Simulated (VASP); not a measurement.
# CoSi2 (Fm-3m) in VASP: further runs

Aim: see how the results for CoSi2 move with the level of theory and the settings. Levels: PBE, LDA. Tasks: electric field gradients, core levels, phonons, elastic constants, equation of state.

All numbers are computed with VASP 6.6.1; they aren't measurements. Logs are shortened: lines on timing, memory, paths and dates and some standing lists are left out, and cuts for length are marked.

### Step 1. The structure

The structure is cubic, space group Fm-3m (No. 225). Conventional cell: a = 5.356 Å, b = 5.356 Å, c = 5.356 Å, α = 90.00°, β = 90.00°, γ = 90.00°. Around Co (site symmetry m-3m) lie 8 Si at 2.32 Å. Around Si (site symmetry -43m) lie 4 Co at 2.32 Å.

### Step 2. Electric field gradients, PBE, collinear spin, ferromagnetic start

Input file INCAR:

```
  ALGO = Fast
  EDIFF = 1E-8
  ENCUT = 520
  GGA = PE
  ISIF = 2
  ISMEAR = 0
  ISPIN = 2
  LASPH = T
  LCHARG = F
  LEFG = T
  LMAXMIX = 4
  LORBIT = 11
  LREAL = F
  LWAVE = F
  MAGMOM = 2 0 0
  NELM = 100
  PREC = Accurate
  SIGMA = 0.02
```

Input file KPOINTS:

```
k-points
0
Gamma
  9 9 9
```

Input file POSCAR:

```
CoSi2
1.0
    0.0000000000      2.6780000000      2.6780000000
    2.6780000000      0.0000000000      2.6780000000
    2.6780000000      2.6780000000      0.0000000000
Co Si
1 2
Direct
    0.0000000000      0.0000000000      0.0000000000
    0.7500000000      0.7500000000      0.7500000000
    0.2500000000      0.2500000000      0.2500000000
```

Potentials or basis: VASP PAW PBE potentials, release 64 (Co, Si).

On the command line:

```bash
cat potpaw_PBE.64/Co/POTCAR potpaw_PBE.64/Si/POTCAR > POTCAR
mpirun -np 1 vasp_std > vasp.out
```

OUTCAR:

```text
EDIFF = 1E-8
   ENCUT = 520
   GGA = PE
   ISIF = 2
   ISMEAR = 0
   ISPIN = 2
   LASPH = T
   LORBIT = 11
   LREAL = F
   NELM = 100
   PREC = Accurate

 ion  position               nearest neighbor table
   1  0.000  0.000  0.000-   2 2.32   3 2.32   2 2.32   2 2.32   3 2.32   2 2.32   3 2.32   3 2.32

   2  0.750  0.750  0.750-   1 2.32   1 2.32   1 2.32   1 2.32   3 2.68   3 2.68   3 2.68   3 2.68
                             3 2.68   3 2.68
   3  0.250  0.250  0.250-   1 2.32   1 2.32   1 2.32   1 2.32   2 2.68   2 2.68   2 2.68   2 2.68
                             2 2.68   2 2.68

  LATTYP: Found a face centered cubic cell.
 ALAT       =     5.3560000000

  Lattice vectors:

 A1 = (   0.0000000000,   2.6780000000,   2.6780000000)
 A2 = (   2.6780000000,   0.0000000000,   2.6780000000)
 A3 = (   2.6780000000,   2.6780000000,   0.0000000000)

Analysis of symmetry for initial positions (statically):
=====================================================================
 Subroutine PRICEL returns:
 Original cell was already a primitive cell.

 Routine SETGRP: Setting up the symmetry group for a
 face centered cubic supercell.

 Subroutine GETGRP returns: Found 48 space group operations
 (whereof 48 operations were pure point group operations)
 out of a pool of 48 trial point group operations.

The static configuration has the point symmetry O_h .

Analysis of symmetry for dynamics (positions and initial velocities):
=====================================================================
 Subroutine PRICEL returns:
 Original cell was already a primitive cell.

 Routine SETGRP: Setting up the symmetry group for a
 face centered cubic supercell.

 Subroutine GETGRP returns: Found 48 space group operations
 (whereof 48 operations were pure point group operations)
 out of a pool of 48 trial point group operations.

The dynamic configuration has the point symmetry O_h .

Analysis of structural, dynamic, and magnetic symmetry:
=====================================================================
 Subroutine PRICEL returns:
 Original cell was already a primitive cell.

 Routine SETGRP: Setting up the symmetry group for a
 face centered cubic supercell.

 Subroutine GETGRP returns: Found 48 space group operations
 (whereof 48 operations were pure point group operations)
 out of a pool of 48 trial point group operations.

The overall configuration has the point symmetry O_h .

 Subroutine INISYM returns: Found 48 space group operations
 (whereof 48 operations are pure point group operations),
 and found     1 'primitive' translations

----------------------------------------------------------------------------------------

                                     Primitive cell

  volume of cell :      38.4115

  direct lattice vectors                    reciprocal lattice vectors
     0.000000000  2.678000000  2.678000000    -0.186706497  0.186706497  0.186706497
     2.678000000  0.000000000  2.678000000     0.186706497 -0.186706497  0.186706497
     2.678000000  2.678000000  0.000000000     0.186706497  0.186706497 -0.186706497

  length of vectors
     3.787263920  3.787263920  3.787263920     0.323385140  0.323385140  0.323385140

  position of ions in fractional coordinates (direct lattice)
     0.000000000  0.000000000  0.000000000
     0.750000000  0.750000000  0.750000000
     0.250000000  0.250000000  0.250000000

  ion indices of the primitive-cell ions
   primitive index   ion index
                 1           1
                 2           2
                 3           3

----------------------------------------------------------------------------------------

 KPOINTS: k-points

Automatic generation of k-mesh.
 Grid dimensions read from file:
 generate k-points for:    9    9    9

 Generating k-lattice:

[... 93 lines left out ...]
 RMM-DIIS sequential band-by-band and
 Gauss-broadening in eV      SIGMA  =   0.02
  energy-cutoff  :      520.00
  volume of cell :       38.41
 maximum number of plane-waves:      1044
   NGX = 15   NGY = 15   NGZ = 15

 number of electron      16.9999995 magnetization      -0.0000745

 number of electron      16.9999995 magnetization       0.0000045

 Free energy of the ion-electron system (eV)
  ---------------------------------------------------
  ext. energy  EPLUGINS =         0.00000000
  ---------------------------------------------------
  free energy    TOTEN  =       -19.28975109 eV

  energy without entropy =      -19.28944381  energy(sigma->0) =      -19.28959745

 E-fermi :  10.0551     XC(G=0): -11.7460

 val. band max:       10.0449458034   @ k =  -0.2222   0.1111   0.0000
 cond. band min:      10.0893240578   @ k =   0.3333   0.1111   0.0000
 fundamental gap:      0.0443782544
 Fermi energy:        10.0550750104

 spin component 1

 k-point     1 :       0.0000    0.0000    0.0000
  band No.  band energies     occupation
      1      -3.0319      1.00000
      2       6.0203      1.00000
      3       6.0203      1.00000
      4       6.0203      1.00000
      5       8.1946      1.00000
      6       8.1946      1.00000
      7      10.8487      0.00000
      8      13.5062      0.00000
      9      13.5062      0.00000
     10      13.5062      0.00000
     11      13.5435      0.00000
     12      13.5435      0.00000
     13      13.5435      0.00000
[... 356 lines left out ...]
      2       3.3978      1.00000
      3       3.7102      1.00000
      4       6.3990      1.00000
      5       6.3990      1.00000
      6       8.2483      1.00000
      7       8.2483      1.00000
      8       8.2550      1.00000
      9       8.7511      1.00000
     10      11.6648      0.00000
     11      13.0330      0.00000
     12      18.6301      0.00000
     13      19.3637      0.00000

 [... further k-points ...]

 spin component 2

 k-point     1 :       0.0000    0.0000    0.0000
  band No.  band energies     occupation
      1      -3.0319      1.00000
      2       6.0203      1.00000
      3       6.0203      1.00000
      4       6.0203      1.00000
      5       8.1946      1.00000
      6       8.1946      1.00000
      7      10.8487      0.00000
      8      13.5062      0.00000
      9      13.5062      0.00000
     10      13.5062      0.00000
     11      13.5435      0.00000
     12      13.5435      0.00000
     13      13.5435      0.00000
[... 356 lines left out ...]
      2       3.3978      1.00000
      3       3.7102      1.00000
      4       6.3990      1.00000
      5       6.3990      1.00000
      6       8.2483      1.00000
      7       8.2483      1.00000
      8       8.2550      1.00000
      9       8.7511      1.00000
     10      11.6648      0.00000
     11      13.0330      0.00000
     12      18.6312      0.00000
     13      19.3637      0.00000

 [... further k-points ...]

------------------------ aborting loop because EDIFF is reached ----------------------------------------

  FORCE on cell =-STRESS in cart. coord.  units (eV):
  Direction    XX          YY          ZZ          XY          YZ          ZX
  --------------------------------------------------------------------------------------
  -------------------------------------------------------------------------------------
  Total        0.0852061      0.0852061      0.0852061     -0.0000000     -0.0000000      0.0000000
  in kB        3.5540175      3.5540175      3.5540175     -0.0000000     -0.0000000      0.0000000
  external PRESSURE =       3.5540175 kB  Pullay stress =       0.0000000 kB

 VOLUME and BASIS-vectors are now :
 -----------------------------------------------------------------------------
  energy-cutoff  :      520.00
  volume of cell :       38.41
      direct lattice vectors                 reciprocal lattice vectors
     0.000000000  2.678000000  2.678000000    -0.186706497  0.186706497  0.186706497
     2.678000000  0.000000000  2.678000000     0.186706497 -0.186706497  0.186706497
     2.678000000  2.678000000  0.000000000     0.186706497  0.186706497 -0.186706497

 POSITION                                       TOTAL-FORCE (eV/Angst)
 -----------------------------------------------------------------------------------
      0.00000      0.00000      0.00000        -0.000000     -0.000000      0.000000
      4.01700      4.01700      4.01700         0.000000      0.000000      0.000000
      1.33900      1.33900      1.33900        -0.000000     -0.000000     -0.000000
 -----------------------------------------------------------------------------------
    total drift:                               -0.000000     -0.000000      0.000000

  FREE ENERGIE OF THE ION-ELECTRON SYSTEM (eV)
  ---------------------------------------------------
  free  energy   TOTEN  =       -19.2897510880 eV

  energy  without entropy=      -19.2894438055  energy(sigma->0) =      -19.28959745

 Electric field gradients (V/A^2)
---------------------------------------------------------------------
 ion       V_xx      V_yy      V_zz      V_xy      V_xz      V_yz
---------------------------------------------------------------------
   1      -0.000     0.000     0.000    -0.002    -0.002    -0.002
   2       0.000     0.000    -0.000    -0.000    -0.000    -0.000
   3       0.000     0.000    -0.000    -0.000    -0.000    -0.000
---------------------------------------------------------------------

 Electric field gradients after diagonalization (V/A^2)
 (convention: |V_zz| > |V_xx| > |V_yy|)
----------------------------------------------------------------------
 ion       V_xx      V_yy      V_zz     asymmetry (V_yy - V_xx)/ V_zz
----------------------------------------------------------------------
   1       0.002     0.002    -0.003       0.000
   2       0.000     0.000    -0.000       0.000
   3       0.000     0.000    -0.000       0.000
----------------------------------------------------------------------

           NMR quadrupolar parameters

 Cq : quadrupolar parameter    Cq=e*Q*V_zz/h
 eta: asymmetry parameters     (V_yy - V_xx)/ V_zz
 Q  : nuclear electric quadrupole moment in mb (millibarn)
----------------------------------------------------------------------
 ion       Cq(MHz)       eta       Q (mb)
----------------------------------------------------------------------
   1      -0.000       0.000       1.000
   2      -0.000       0.000       1.000
   3      -0.000       0.000       1.000
----------------------------------------------------------------------

 total charge

# of ion       s       p       d       tot
------------------------------------------
    1        0.541   0.718   7.597   8.856
    2        0.718   0.872   0.000   1.590
    3        0.718   0.872   0.000   1.590
--------------------------------------------------
tot          1.977   2.463   7.597  12.037

 magnetization (x)

# of ion       s       p       d       tot
------------------------------------------
    1       -0.000   0.000   0.000   0.000
    2        0.000  -0.000   0.000  -0.000
    3        0.000  -0.000   0.000  -0.000
--------------------------------------------------
tot          0.000  -0.000   0.000   0.000
```

It took 24 s on 1 thread of Intel Xeon 6975P-C (Granite Rapids), shared host; peak memory 0.18 GiB.

Results:

```yaml
Free_energy: -19.2898 eV
Pressure: 0.4 GPa
Band_gap_on_the_k_mesh: none (metal or under the smearing width)
Net_moment: 0.00 μB per cell
Valence_electrons_inside_the_program's_atomic_spheres: Co 8.86; Si 1.59
```

Electric field gradients, principal values (V/Å²):
| atom | Vxx | Vyy | Vzz |
| --- | --- | --- | --- |
| 1 Co | 0.002 | 0.002 | -0.003 |
| 2 Si | 0.000 | 0.000 | 0.000 |
| 3 Si | 0.000 | 0.000 | 0.000 |

Caveat: the starting moments collapsed, and a magnetic state may lie lower.

### Step 3. Core levels, PBE, collinear spin, ferromagnetic start

Input file INCAR:

```
SYSTEM = CoSi2
PREC = Accurate ; ENCUT = 520
EDIFF = 1E-7 ; ISMEAR = 0
SIGMA = 0.02 ; LREAL = .False.
LASPH = .True. ; NELM = 150
ALGO = Normal ; ISIF = 2
LWAVE = .False. ; LCHARG = .False.
ISPIN = 2 ; MAGMOM = 2 0 0
LORBIT = 11 ; LMAXMIX = 4
GGA = PE ; ICORELEVEL = 1
```

Input file KPOINTS:

```
regular mesh
0
Gamma
  9 9 9
  0 0 0
```

POSCAR is that of step 2.

Potentials or basis: VASP PAW PBE potentials, release 64 (Co, Si).

On the command line:

```bash
cat potpaw_PBE.64/Co/POTCAR potpaw_PBE.64/Si/POTCAR > POTCAR
mpirun -np 1 vasp_std > vasp.out
```

OUTCAR:

```text
SYSTEM = CoSi2
   PREC = Accurate
   ENCUT = 520
   EDIFF = 1E-7
   ISMEAR = 0
   LREAL = .False.
   LASPH = .True.
   NELM = 150
   ISIF = 2
   ISPIN = 2
   LORBIT = 11
   GGA = PE

 ion  position               nearest neighbor table
   1  0.000  0.000  0.000-   2 2.32   3 2.32   2 2.32   2 2.32   3 2.32   2 2.32   3 2.32   3 2.32

   2  0.750  0.750  0.750-   1 2.32   1 2.32   1 2.32   1 2.32   3 2.68   3 2.68   3 2.68   3 2.68
                             3 2.68   3 2.68
   3  0.250  0.250  0.250-   1 2.32   1 2.32   1 2.32   1 2.32   2 2.68   2 2.68   2 2.68   2 2.68
                             2 2.68   2 2.68

[... 905 lines left out ...]
  energy-cutoff  :      520.00
  volume of cell :       38.41
      direct lattice vectors                 reciprocal lattice vectors
     0.000000000  2.678000000  2.678000000    -0.186706497  0.186706497  0.186706497
     2.678000000  0.000000000  2.678000000     0.186706497 -0.186706497  0.186706497
     2.678000000  2.678000000  0.000000000     0.186706497  0.186706497 -0.186706497

 POSITION                                       TOTAL-FORCE (eV/Angst)
 -----------------------------------------------------------------------------------
      0.00000      0.00000      0.00000         0.000000     -0.000000      0.000000
      4.01700      4.01700      4.01700         0.000000      0.000000      0.000000
      1.33900      1.33900      1.33900        -0.000000     -0.000000     -0.000000
 -----------------------------------------------------------------------------------
    total drift:                               -0.000000     -0.000000      0.000000

  FREE ENERGIE OF THE ION-ELECTRON SYSTEM (eV)
  ---------------------------------------------------
  free  energy   TOTEN  =       -19.2897510275 eV

  energy  without entropy=      -19.2894436391  energy(sigma->0) =      -19.28959733

 total charge

# of ion       s       p       d       tot
------------------------------------------
    1        0.541   0.718   7.597   8.856
    2        0.718   0.872   0.000   1.590
    3        0.718   0.872   0.000   1.590
--------------------------------------------------
tot          1.977   2.463   7.597  12.037

 magnetization (x)

# of ion       s       p       d       tot
------------------------------------------
    1        0.000  -0.000  -0.000  -0.000
    2       -0.000  -0.000   0.000  -0.000
    3       -0.000  -0.000   0.000  -0.000
--------------------------------------------------
tot         -0.000  -0.000  -0.000  -0.000
```

OSZICAR:

```text
N       E                     dE             d eps       ncg     rms          rms(c)
DAV:   1     0.673033584115E+02    0.67303E+02   -0.70210E+03  1820   0.125E+03
DAV:   2    -0.163475167914E+02   -0.83651E+02   -0.76804E+02  1840   0.239E+02
DAV:   3    -0.202773749640E+02   -0.39299E+01   -0.37984E+01  2444   0.582E+01
DAV:   4    -0.203649857274E+02   -0.87611E-01   -0.87257E-01  2179   0.822E+00
DAV:   5    -0.203674948977E+02   -0.25092E-02   -0.25081E-02  2484   0.144E+00    0.162E+01
DAV:   6    -0.250062558617E+02   -0.46388E+01   -0.36538E+01  2174   0.133E+02    0.195E+01
DAV:   7    -0.192766003266E+02    0.57297E+01   -0.16461E+01  2363   0.105E+02    0.357E+00
DAV:   8    -0.193261722885E+02   -0.49572E-01   -0.11821E+00  2335   0.951E+00    0.209E+00
DAV:   9    -0.192897037173E+02    0.36469E-01   -0.11218E-01  2302   0.673E+00    0.584E-01
DAV:  10    -0.192897150835E+02   -0.11366E-04   -0.54494E-03  2370   0.764E-01    0.308E-01
DAV:  11    -0.192896592613E+02    0.55822E-04   -0.72474E-04  2584   0.337E-01    0.127E-01
DAV:  12    -0.192897327903E+02   -0.73529E-04   -0.13279E-04  2323   0.144E-01    0.504E-02
DAV:  13    -0.192897459858E+02   -0.13196E-04   -0.14095E-05  2136   0.369E-02    0.130E-02
DAV:  14    -0.192897506597E+02   -0.46738E-05   -0.33969E-06  2091   0.212E-02    0.712E-03
DAV:  15    -0.192897510335E+02   -0.37381E-06   -0.13877E-06  2060   0.126E-02    0.452E-03
DAV:  16    -0.192897510275E+02    0.59836E-08   -0.16914E-07  1978   0.584E-03
   1 F= -.19289751E+02 E0= -.19289597E+02  d E =-.307388E-03  mag=    -0.0000
```

stdout:

```text
POSCAR found type information on POSCAR CoSi
 POSCAR found :  2 types and       3 ions
 scaLAPACK will be used
 LDA part: xc-table for (Slater+PW92), standard interpolation
 POSCAR, INCAR and KPOINTS ok, starting setup
 FFT: planning ... GRIDC
 FFT: planning ... GRID_SOFT
 FFT: planning ... GRID
 WAVECAR not read
 entering main loop
```

It took 19 s on 1 thread of Intel Xeon 6975P-C (Granite Rapids), shared host; peak memory 0.18 GiB.

Results:

```yaml
Free_energy: -19.2898 eV
Pressure: 0.3 GPa
Band_gap_on_the_k_mesh: none (metal or under the smearing width)
Net_moment: 0.00 μB per cell
Valence_electrons_inside_the_program's_atomic_spheres: Co 8.86; Si 1.59
```

Levels at points of the mesh, in eV from the Fermi level:
Spin up:
| k point | band 6 | band 7 | band 8 | band 9 | band 10 | band 11 | band 12 | band 13 |
| --- | --- | --- | --- | --- | --- | --- | --- | --- |
| (0.00, 0.00, 0.00) | -1.86 | 0.79 | 3.45 | 3.45 | 3.45 | 3.49 | 3.49 | 3.49 |
Spin down:
| k point | band 7 | band 8 | band 9 | band 10 | band 11 | band 12 |
| --- | --- | --- | --- | --- | --- | --- |
| (0.00, 0.00, 0.00) | 0.79 | 3.45 | 3.45 | 3.45 | 3.49 | 3.49 |

Core levels (eV, on the scale of the bands):
```tsv
atom	levels
1 Co	1s -7575.4, 2s -881.8, 2p -752.8, 3s -84.7, 3p -48.0
2 Si	1s -1770.5, 2s -124.2, 2p -80.3
3 Si	1s -1770.5, 2s -124.2, 2p -80.3
```

Caveat: the starting moments collapsed, and a magnetic state may lie lower.

(Part 1 of 3 ends here.)
